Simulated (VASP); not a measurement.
# SiC: molecular dynamics at constant energy

SiC, P6_3mc (no. 186), 8 atoms in the cell. PBE, molecular dynamics; PAW potentials Si, C (PBE set).

Ensemble: NVE; Starting temperature (K): 1000.

## Input

INCAR:
```
SYSTEM = SiC
  ALGO = Normal
  ANDERSEN_PROB = 0.0
  EDIFF = 1E-6
  ENCUT = 400
  GGA = PE
  IBRION = 0
  ISIF = 2
  ISMEAR = 0
  ISYM = 0
  KPAR = 2
  LASPH = .TRUE.
  LCHARG = .FALSE.
  LREAL = Auto
  LWAVE = .FALSE.
  MDALGO = 1
  NELM = 60
  NELMIN = 4
  NSW = 60
  POTIM = 1.0
  PREC = Normal
  RANDOM_SEED = 137447 0 0
  SIGMA = 0.05
  TEBEG = 1000
```

KPOINTS:
```
k-points
0
Gamma
  3 2 2
```

POSCAR:
```
SiC
1.0
    3.0760000000      0.0000000000      0.0000000000
    0.0000000000      5.3277882840      0.0000000000
    0.0000000000      0.0000000000      5.0480000000
Si C
4 4
Direct
    0.5000000000      0.1666666666      0.5000000000
    0.0000000001      0.6666666666      0.5000000000
    0.0000000000      0.3333333334      0.0000000000
    0.4999999999      0.8333333333      0.0000000000
    0.5000000000      0.1666666666      0.8850000000
    0.0000000001      0.6666666666      0.8850000000
    0.0000000000      0.3333333334      0.3850000000
    0.4999999999      0.8333333333      0.3850000000
```

Commands:
```
cat potpaw_PBE.64/Si/POTCAR potpaw_PBE.64/C/POTCAR > POTCAR
mpirun -np 2 vasp_std > vasp.out
```

## Result

- Rise of the mean potential energy above the start (meV/atom): 53.9
- Mean temperature (K): 533
- Standard error of the mean temperature (K): 53
- Relative fluctuation of the kinetic energy: 0.354
- Canonical value of that fluctuation: 0.309
- Electronic steps per ionic step after the first: 4.1

Course of the run:

| Time (fs) | Temperature (K) | Potential energy less the first (meV/atom) |
|---|---|---|
| 1 | 1008 | 0.0 |
| 6 | 775 | 26.5 |
| 10 | 402 | 68.8 |
| 15 | 225 | 88.8 |
| 19 | 382 | 70.9 |
| 24 | 630 | 42.8 |
| 28 | 641 | 41.6 |
| 33 | 441 | 64.3 |
| 37 | 381 | 71.2 |
| 42 | 625 | 43.4 |
| 46 | 715 | 33.2 |
| 51 | 524 | 54.9 |
| 55 | 406 | 68.3 |
| 60 | 422 | 66.4 |

The mean temperature lies below the starting 1000 K, since the atoms start on their sites and part of their kinetic energy turns into potential energy.

REPORT:
```
MDALGO =   1
         ANDERSEN_PROB =  0.00000000
               SCALING =       0
                 CNEXP =     9.000   14.000
           RANDOM_SEED =            137447                0                0

   original number of atomic DOF:         21
   number of independent constraints:      0
   number of active DOF:                  21

========================================
         MD step No.       1
========================================

  Atomic velocities initialized by STEP_tb

  >Energies
                    E_tot             E_pot             E_kin               EPS                ES
   e_b>   -0.58939053E+02   -0.59851009E+02    0.91195580E+00    0.00000000E+00    0.00000000E+00

  >Temperature
               T_sim     T_inst
   tmprt>   1000.000   1007.880

  >Thermostat, num. of collisions:                0

           RANDOM_SEED =            137447               96                0

[... steps left out ...]

========================================
         MD step No.      60
========================================

  >Energies
                    E_tot             E_pot             E_kin               EPS                ES
   e_b>   -0.58937423E+02   -0.59319524E+02    0.38210135E+00    0.00000000E+00    0.00000000E+00

  >Temperature
               T_sim     T_inst
   tmprt>   1000.000    422.293

  >Thermostat, num. of collisions:                0

           RANDOM_SEED =            137447             2928                0
```

OSZICAR:
```
N       E                     dE             d eps       ncg     rms          rms(c)
DAV:   1     0.771112035464E+02    0.77111E+02   -0.12712E+04   336   0.111E+03
DAV:   2    -0.608312379564E+02   -0.13794E+03   -0.12992E+03   464   0.208E+02
DAV:   3    -0.673045306843E+02   -0.64733E+01   -0.64375E+01   416   0.461E+01
DAV:   4    -0.674018280339E+02   -0.97297E-01   -0.97200E-01   409   0.633E+00
DAV:   5    -0.674039471706E+02   -0.21191E-02   -0.21188E-02   406   0.898E-01    0.177E+01
DAV:   6    -0.601041730667E+02    0.72998E+01   -0.24430E+01   386   0.237E+01    0.788E+00
DAV:   7    -0.598807924452E+02    0.22338E+00   -0.17342E+00   446   0.664E+00    0.351E+00
DAV:   8    -0.598506328701E+02    0.30160E-01   -0.91971E-02   376   0.181E+00    0.711E-01
DAV:   9    -0.598504070403E+02    0.22583E-03   -0.10377E-02   411   0.617E-01    0.179E-01
DAV:  10    -0.598509811918E+02   -0.57415E-03   -0.13903E-03   396   0.210E-01    0.672E-02
DAV:  11    -0.598510062350E+02   -0.25043E-04   -0.20591E-04   401   0.853E-02    0.189E-02
DAV:  12    -0.598510082645E+02   -0.20296E-05   -0.79814E-06   414   0.173E-02    0.413E-03
[... left out ...]
     58 T=   398. E= -.58937359E+02 F= -.59297930E+02 E0= -.59297930E+02  EK= 0.36057E+00 SP= 0.00E+00 SK= 0.00E+00
     59 T=   408. E= -.58937397E+02 F= -.59306447E+02 E0= -.59306447E+02  EK= 0.36905E+00 SP= 0.00E+00 SK= 0.00E+00
[... last step whole ...]
       N       E                     dE             d eps       ncg     rms          rms(c)
DAV:   1    -0.593195074267E+02   -0.13060E-01   -0.90765E-05   496   0.920E-01    0.121E-02
DAV:   2    -0.593195246759E+02   -0.17249E-04   -0.17501E-04   401   0.967E-02    0.831E-03
DAV:   3    -0.593195244732E+02    0.20266E-06   -0.17464E-06   344   0.890E-03    0.588E-03
DAV:   4    -0.593195242031E+02    0.27011E-06   -0.54044E-07   283   0.551E-03
     60 T=   422. E= -.58937423E+02 F= -.59319524E+02 E0= -.59319524E+02  EK= 0.38210E+00 SP= 0.00E+00 SK= 0.00E+00
```

Limits: 60 fs of 8 atoms are too short for converged averages; the cell is only 3.1 Å across, so each atom moves in step with near copies of itself.

VASP 6.6.1 took 79 s on 2 cores (Intel Xeon Platinum 8488C (Sapphire Rapids)), a shared host.
